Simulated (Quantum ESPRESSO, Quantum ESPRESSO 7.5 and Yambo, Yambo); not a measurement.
## LiF (Griceite): G0W0 with Yambo, start to end

How does a plane-wave GW calculation on LiF (Griceite) run from the first input to the gap?

Main program and level: Quantum ESPRESSO 7.5 and Yambo 5.3.0; PBE and many-body steps on it, plane waves.

This is a report of a sequence of runs, with most program output left out.

## Step 1: Starting point

It takes space group Fm-3m (No. 225, cubic). The conventional cell has a = 4.028 Å, b = 4.028 Å, c = 4.028 Å, α = 90.00°, β = 90.00°, γ = 90.00°. Li has 6 F at 2.01 Å nearest. Nearest to F lie 6 Li at 2.01 Å. Farther neighbours and most contacts between anions are not listed.

The cell and positions come from the Crystallography Open Database and are kept as given unless a step says otherwise.

## Step 2: Ground state

This step: Quantum ESPRESSO 7.5; DFT, PBE, plane waves, norm-conserving pseudopotentials.

The ground-state density comes first.

File pw.in:

```
&control
  calculation = 'scf'
  prefix = 'x'
  outdir = 'o'
  pseudo_dir = 'pseudo'
/
&system
  ibrav = 0
  nat = 2
  ntyp = 2
  ecutwfc = 72.0
  nbnd = 10
  force_symmorphic = .true.
/
&electrons
  conv_thr = 1e-10
  electron_maxstep = 80
  mixing_beta = 0.5
/
ATOMIC_SPECIES
  Li 6.94 Li.upf
  F 18.998 F.upf
CELL_PARAMETERS angstrom
  0.0000000000 2.0140000000 2.0140000000
  2.0140000000 0.0000000000 2.0140000000
  2.0140000000 2.0140000000 -0.0000000000
ATOMIC_POSITIONS crystal
  Li 0.0000000000 0.0000000000 0.0000000000
  F 0.5000000000 0.5000000000 0.5000000000
K_POINTS automatic
  8 8 8 0 0 0
```

Command:

```console
$ OMP_NUM_THREADS=1 mpirun -n 4 pw.x -nk 4 -in pw.in > pw.out
```

Run time: 2.1 s. Hardware: 4 MPI ranks of Arm Neoverse V1, shared host; peak memory 0.19 GiB; 8.1 s of CPU time.

This step gave:

| Property | Result |
| --- | --- |
| total energy | -870.5136 eV |
| gap | 9.115 eV |
| k of the valence top | 0, 0, 0 |
| k of the conduction bottom | 0, 0, 0 |
| least direct gap | 9.115 eV |

The gap is direct, at Γ.

## Step 3: Bands along the symmetry lines

The cheap functional maps the bands first; the places of the edges decide which points the dearer methods must see.

File pw.in:

```
&control
  calculation = 'bands'
  prefix = 'x'
  outdir = 'o'
  pseudo_dir = 'pseudo'
/
&system
  ibrav = 0
  nat = 2
  ntyp = 2
  ecutwfc = 72.0
  nbnd = 11
  force_symmorphic = .true.
/
&electrons
  conv_thr = 1e-9
  electron_maxstep = 80
  diago_full_acc = .true.
  diago_thr_init = 5e-6
/
ATOMIC_SPECIES
  Li 6.94 Li.upf
  F 18.998 F.upf
CELL_PARAMETERS angstrom
  0.0000000000 2.0140000000 2.0140000000
  2.0140000000 0.0000000000 2.0140000000
  2.0140000000 2.0140000000 -0.0000000000
ATOMIC_POSITIONS crystal
  Li 0.0000000000 0.0000000000 0.0000000000
  F 0.5000000000 0.5000000000 0.5000000000
K_POINTS crystal
  50
  0.00000000 0.00000000 0.00000000 1
  0.06250000 0.00000000 0.06250000 1
  0.12500000 0.00000000 0.12500000 1
  0.18750000 0.00000000 0.18750000 1
  0.25000000 0.00000000 0.25000000 1
  0.31250000 0.00000000 0.31250000 1
  0.37500000 0.00000000 0.37500000 1
  0.43750000 0.00000000 0.43750000 1
  0.50000000 0.00000000 0.50000000 1
  0.51562500 0.03125000 0.51562500 1
  0.53125000 0.06250000 0.53125000 1
  0.54687500 0.09375000 0.54687500 1
  0.56250000 0.12500000 0.56250000 1
  0.57812500 0.15625000 0.57812500 1
  0.59375000 0.18750000 0.59375000 1
  0.60937500 0.21875000 0.60937500 1
  0.62500000 0.25000000 0.62500000 1
  0.37500000 0.37500000 0.75000000 1
  0.32812500 0.32812500 0.65625000 1
  0.28125000 0.28125000 0.56250000 1
  0.23437500 0.23437500 0.46875000 1
  0.18750000 0.18750000 0.37500000 1
  0.14062500 0.14062500 0.28125000 1
  0.09375000 0.09375000 0.18750000 1
  0.04687500 0.04687500 0.09375000 1
  0.00000000 0.00000000 0.00000000 1
  0.06250000 0.06250000 0.06250000 1
  0.12500000 0.12500000 0.12500000 1
  0.18750000 0.18750000 0.18750000 1
  0.25000000 0.25000000 0.25000000 1
  0.31250000 0.31250000 0.31250000 1
  0.37500000 0.37500000 0.37500000 1
  0.43750000 0.43750000 0.43750000 1
  0.50000000 0.50000000 0.50000000 1
  0.50000000 0.46875000 0.53125000 1
  0.50000000 0.43750000 0.56250000 1
  0.50000000 0.40625000 0.59375000 1
  0.50000000 0.37500000 0.62500000 1
  0.50000000 0.34375000 0.65625000 1
  0.50000000 0.31250000 0.68750000 1
  0.50000000 0.28125000 0.71875000 1
  0.50000000 0.25000000 0.75000000 1
  0.50000000 0.21875000 0.71875000 1
  0.50000000 0.18750000 0.68750000 1
  0.50000000 0.15625000 0.65625000 1
  0.50000000 0.12500000 0.62500000 1
  0.50000000 0.09375000 0.59375000 1
  0.50000000 0.06250000 0.56250000 1
  0.50000000 0.03125000 0.53125000 1
  0.50000000 0.00000000 0.50000000 1
```

Elapsed: 1.4 s, on 4 MPI ranks; peak memory 0.05 GiB; 5.3 s of CPU time.

This step gave:

| Quantity | Value |
| --- | --- |
| gap | 9.114 eV |
| k of the valence top | 0.0469, 0.0469, 0.0938 |
| k of the conduction bottom | 0, 0, 0 |
| least direct gap | 9.115 eV |

The gap is 9.114 eV, −0.001 eV from the run before at this level.

Electronic bands along the path, in eV, zero at the top of the highest filled band; v1 is the highest filled band, c1 the lowest empty one:

| point | v4 | v3 | v2 | v1 | c1 | c2 | c3 | c4 |
| --- | --- | --- | --- | --- | --- | --- | --- | --- |
| Γ | -19.90 | 0.00 | 0.00 | 0.00 | 9.11 | 23.99 | 23.99 | 23.99 |
| halfway | -19.59 | -1.42 | -0.51 | -0.51 | 11.43 | 18.82 | 19.77 | 20.65 |
| X | -19.20 | -2.98 | -0.99 | -0.99 | 14.82 | 16.54 | 17.49 | 20.26 |
| halfway | -19.21 | -2.85 | -1.17 | -0.92 | 14.84 | 15.87 | 17.71 | 20.08 |
| U | -19.24 | -2.48 | -1.55 | -0.73 | 14.53 | 14.92 | 18.45 | 19.69 |
| jump to K | -19.24 | -2.48 | -1.55 | -0.73 | 14.53 | 14.92 | 18.45 | 19.69 |
| halfway | -19.59 | -1.49 | -0.75 | -0.09 | 11.11 | 17.01 | 19.96 | 20.21 |
| Γ | -19.90 | 0.00 | 0.00 | 0.00 | 9.11 | 23.99 | 23.99 | 23.99 |
| halfway | -19.69 | -1.36 | -0.12 | -0.12 | 10.38 | 17.98 | 20.59 | 20.59 |
| L | -19.46 | -2.50 | -0.23 | -0.23 | 10.83 | 16.74 | 18.94 | 18.94 |
| halfway | -19.35 | -2.31 | -1.22 | -0.48 | 12.56 | 15.76 | 19.00 | 19.20 |
| W | -19.23 | -2.06 | -2.06 | -0.79 | 15.08 | 15.08 | 17.48 | 19.28 |
| halfway | -19.21 | -2.73 | -1.32 | -0.89 | 14.86 | 15.76 | 17.49 | 19.75 |
| X | -19.20 | -2.98 | -0.99 | -0.99 | 14.82 | 16.54 | 17.49 | 20.26 |

## Step 4: Empty states on the mesh, 8×8×8 mesh, 197 bands

The sums over transitions need many empty states on a uniform mesh; this step solves for them.

File pw.in:

```
&control
  calculation = 'nscf'
  prefix = 'x'
  outdir = 'o'
  pseudo_dir = 'pseudo'
/
&system
  ibrav = 0
  nat = 2
  ntyp = 2
  ecutwfc = 72.0
  nbnd = 197
  force_symmorphic = .true.
/
&electrons
  conv_thr = 1e-9
  electron_maxstep = 80
  diago_full_acc = .true.
  diago_thr_init = 5e-6
/
ATOMIC_SPECIES
  Li 6.94 Li.upf
  F 18.998 F.upf
CELL_PARAMETERS angstrom
  0.0000000000 2.0140000000 2.0140000000
  2.0140000000 0.0000000000 2.0140000000
  2.0140000000 2.0140000000 -0.0000000000
ATOMIC_POSITIONS crystal
  Li 0.0000000000 0.0000000000 0.0000000000
  F 0.5000000000 0.5000000000 0.5000000000
K_POINTS automatic
  8 8 8 0 0 0
```

Elapsed: 20 s, on 4 MPI ranks; peak memory 0.27 GiB.

This step gave:

```yaml
gap: 9.115 eV
k_of_the_valence_top: 0, 0, 0
k_of_the_conduction_bottom: 0, 0, 0
least_direct_gap: 9.115 eV
k_points_computed: 29
lowest_point_of_the_top_converged_band_above_the_valence_top: 283.5368 eV
```

On this mesh the gap is 9.115 eV.

## Step 5: Conversion and set-up

This step: Yambo 5.3.0; conversion and set-up on PBE, plane waves, norm-conserving pseudopotentials.

The states are converted to the many-body program's format and the q mesh is built.

Command:

```console
$ (cd o/x.save; p2y > p2y.log; mv SAVE ../..); yambo > setup.log
```

It took 2.1 s on 1 MPI rank; peak memory 0.24 GiB.

## Step 6: Screening and self-energy, 8×8×8 mesh, 197 bands, screening to 353.7 eV

Now the one-shot GW correction: screening in the RPA, then the self-energy of the levels asked for.

This step: G0W0 on PBE, plane waves, norm-conserving pseudopotentials.

File gw3.in:

```
HF_and_locXC
gw0
dyson
ppa
em1d
rim_cut
RandQpts= 1000000
RandGvec= 1 RL
EXXRLvcs= 72 Ry
VXCRLvcs= 288 Ry
Chimod= "HARTREE"
% BndsRnXp
 1 | 197 |
%
NGsBlkXp= 26 Ry
% LongDrXp
 1 | 1 | 1 |
%
% GbndRnge
 1 | 197 |
%
DysSolver= "n"
ExtendOut
PPAPntXp= 27.21138 eV
% QPkrange
 1 | 1 | 4 | 7 |
%
```

Command:

```console
$ OMP_NUM_THREADS=1 mpirun -n 4 yambo -F gw3.in -J gw3 -C gw3 > gw3.log
```

Wall time 23 min (4 MPI ranks); peak memory 2 GiB.

This step gave:

```yaml
g0w0_gap_on_the_points_computed: 13.47 eV
starting_gap_on_the_mesh: 9.115 eV
k_of_the_valence_top: 0, 0, 0
k_of_the_conduction_bottom: 0, 0, 0
least_direct_g0w0_gap_on_the_computed_points: 13.47 eV
z_at_the_valence_top: 0.8237
z_at_the_conduction_bottom: 0.8896
```

The gap on the mesh goes from 9.11 eV to 13.47 eV, a correction of +4.36 eV.

Limits: finite bands, cutoff and mesh. v1 is the top filled band, c1 the lowest empty one. The levels before and after the correction (eV, zero at the valence-band top of each column):

```csv
,conduction bottom,valence top
Kohn-Sham,9.11,0.00
G0W0,13.47,0.00
```

|  | level | energy (eV) |
| --- | --- | --- |
| Kohn-Sham | Γ v2-v1 | 0.000 |
| Kohn-Sham | Γ c1 | 9.115 |
| Kohn-Sham | Γ c2 | 23.991 |
| G0W0 | Γ v2-v1 | 0.000 |
| G0W0 | Γ c1 | 13.471 |
| G0W0 | Γ c2 | 29.193 |

## Step 7: Where the time went

Times are wall times on the hardware named with each run, good to a factor of about two.

```
                          step    time  share  memory (GiB)
                  ground state   2.1 s    0 %          0.19
bands along the symmetry lines   1.4 s    0 %          0.05
      empty states on the mesh    20 s    1 %          0.27
         conversion and set-up   2.1 s    0 %          0.24
     screening and self-energy  23 min   98 %           2.0
```

## Step 8: Results

```json
{
  "PBE gap": "9.11 eV, indirect (only 1 meV under the direct gap)",
  "G0W0 gap on the mesh": "13.47 eV",
  "GW settings": "8×8×8 mesh, 197 bands, screening to 353.7 eV, Godby-Needs plasmon pole",
  "known limits": "not at the basis limit"
}
```

What this shows: G0W0 moves the gap on the mesh from 9.11 eV to 13.47 eV (+4.36 eV), with Z of 0.82 and 0.89 at the edges. Only 1 of the mesh's irreducible points was corrected, so a valley elsewhere could overtake. The dearest step here is «screening and self-energy». Bands and cutoff are finite, so the gap is not at the basis limit. The miss can reach some tenths of an eV and take either sign; the mesh is an error of its own. In the G0W0 run levels were corrected at 1 k point alone, so a gap called «on the mesh» is the least over those, and an edge elsewhere would be missed.

[Paths, hosts, dates, memory and timing lines, banners, echoed tables and standing remarks are left out of the program output.]

[Logs are printed without paths, hosts, clocks, repeated set-up lines and the standing remarks that a program may print on its own settings, such as how far it seeks lower states.]

[Runs of the session that timed out or met a known fault of the program may be left out.]

[Hosts, paths, dates, database ids (printed as entryN), source tags and the programs' standing remarks are cut or masked in the printed files.]
